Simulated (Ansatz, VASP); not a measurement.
**One calculation of MgS, two programs**

File INCAR:

```
SYSTEM = MgS
PREC = Accurate
ENCUT = 520
EDIFF = 1E-6
ISMEAR = -1
SIGMA = 0.03
LREAL = .False.
LASPH = .True.
NELM = 60
ALGO = Normal
ISIF = 2
LWAVE = .False.
LCHARG = .True.
GGA = PS
LELF = .True.
LVHAR = .True.
NBANDS = 11
```

Contents of KPOINTS:

```
regular mesh
0
Gamma
  10 10 10
  0 0 0
```

The input POSCAR:

```
MgS
1.0
    0.0000000000      2.6536830000      2.6016500000
    2.6536830000      0.0000000000      2.6016500000
    2.6536830000      2.6536830000      0.0000000000
Mg S
1 1
Direct
    0.0000000000      0.0000000000      0.0000000000
    0.5000000000      0.5000000000      0.5000000000
```

Input for Ansatz:

```yaml
crystal:
  lattice:
    - [0.0, 2.653683, 2.60165]
    - [2.653683, 0.0, 2.60165]
    - [2.653683, 2.653683, 0.0]
  atoms:
    - { symbol: Mg, position: [0.0, 0.0, 0.0] }
    - { symbol: S, position: [0.5, 0.5, 0.5] }
kpoints:
  mp_grid: { grid: [10, 10, 10] }
  band_path:
    path:
      - [0.0, 0.0, 0.0]
      - [0.0, 0.5, 0.5]
      - [0.25, 0.75, 0.5]
      - [0.0, 0.5, 0.0]
      - [0.0, 0.0, 0.0]
      - [0.5, 0.5, 0.0]
      - [0.38005, 0.61995, 0.0]
      - [-0.38005, 0.38005, 0.0]
      - [0.0, 0.0, 0.0]
    npoints: 5
scf:
  occupations: { method: fermi_dirac, width: 0.03 }
hamiltonian:
  xc: pbesol
  pseudopotentials: { kind: all_electron, lapw: { basis_error: 0.00025 } }
output:
  forces: true
  stress: true
  eigenvalues: true
```

Change from the starting cell: equal xx and yy strain of +2 %.

Alike in both runs: task single point; functional PBEsol; k mesh 10 × 10 × 10; occupations fermi-dirac, width 0.03 eV; no spin polarisation.

```csv
,VASP,Ansatz
version,VASP 6.6.1,Ansatz 0.2.0
potentials or method,"VASP PAW PBE potentials, release 64 (Mg, S)","all-electron LAPW, scalar-relativistic"
plane-wave cutoff (eV),520,see its input
```

```tsv
	VASP	Ansatz	Ansatz less VASP
gap on the k mesh at the Fermi level (eV)	2.53	2.54	+0.002
pressure (GPa)	-3.8	-3.6	+0.19
largest component of the traceless stress (GPa)	1.12	1.13	+0.005
```

Ansatz ran all-electron here, so the differences hold the error of VASP's frozen core and of both bases.

Caveats: the PAW data sets were made with another functional, which shifts forces and pressure a little (VASP). A k mesh can miss the band edges.
